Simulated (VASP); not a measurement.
Wanted: the native input for a VASP 6.6.1 run.

```yaml
Task: band structure
Functional: r2SCAN
Potentials_or_basis: VASP PAW PBE potentials, release 64 (C)
Cutoff: 520 eV
k_mesh: 14 × 14 × 14
Occupations: gaussian, width 0.02 eV
Spin: no spin polarisation
Further_INCAR_settings: ALGO = Normal; EDIFF = 1e-06
```

The structure of C lies in POSCAR:

```
C                                       
1.0
   -0.0000000000      1.7805936015      1.7805936015
    1.7805936015     -0.0000000000      1.7805936015
    1.7805936015      1.7805936015      0.0000000000
  C             
     2
Direct
     0.0000000000000000    0.0000000000000000    0.0000000000000000
     0.2500000000000000    0.2500000000000000    0.2500000000000000
```

The cell was built by a generator and needn't be a form met in nature.

One way to write it, as run:

INCAR

```
SYSTEM = C
PREC = Accurate
ENCUT = 520
EDIFF = 1E-6
ISMEAR = 0
SIGMA = 0.02
LREAL = .False.
LASPH = .True.
NELM = 80
ALGO = Normal
ISIF = 2
LWAVE = .False.
LCHARG = .False.
METAGGA = R2SCAN
LMIXTAU = .True.
```

KPOINTS

```
Automatic mesh
0
Gamma
  14 14 14
  0 0 0
```

KPOINTS_OPT

```
path GXWKGLUWLK,UX
15
line-mode
reciprocal
 0.0000000000  0.0000000000  0.0000000000  G
 0.5000000000  0.0000000000  0.5000000000  X

 0.5000000000  0.0000000000  0.5000000000  X
 0.5000000000  0.2500000000  0.7500000000  W

 0.5000000000  0.2500000000  0.7500000000  W
 0.3750000000  0.3750000000  0.7500000000  K

 0.3750000000  0.3750000000  0.7500000000  K
 0.0000000000  0.0000000000  0.0000000000  G

 0.0000000000  0.0000000000  0.0000000000  G
 0.5000000000  0.5000000000  0.5000000000  L

 0.5000000000  0.5000000000  0.5000000000  L
 0.6250000000  0.2500000000  0.6250000000  U

 0.6250000000  0.2500000000  0.6250000000  U
 0.5000000000  0.2500000000  0.7500000000  W

 0.5000000000  0.2500000000  0.7500000000  W
 0.5000000000  0.5000000000  0.5000000000  L

 0.5000000000  0.5000000000  0.5000000000  L
 0.3750000000  0.3750000000  0.7500000000  K

 0.6250000000  0.2500000000  0.6250000000  U
 0.5000000000  0.0000000000  0.5000000000  X
```

Potentials or basis: VASP PAW PBE potentials, release 64 (C).

Command:

```console
$ cat potpaw_PBE.64/C/POTCAR > POTCAR
$ mpirun -np 1 vasp_std > vasp.out
```

It gave:

| Property | Result |
| --- | --- |
| Pressure | 0.8 GPa |
| Band gap on the k mesh | 4.33 eV, indirect (least direct gap 5.85 eV) |
| Band gap along the path | 4.33 eV, indirect (least direct gap 5.85 eV) |

Caveat: the PAW data sets were made with another functional, which shifts forces and pressure a little.

Wall time 28 s on 1 thread of Intel(R) Xeon(R) 6975P-C (Granite Rapids), with other jobs on the host, peak memory 0.12 GiB.
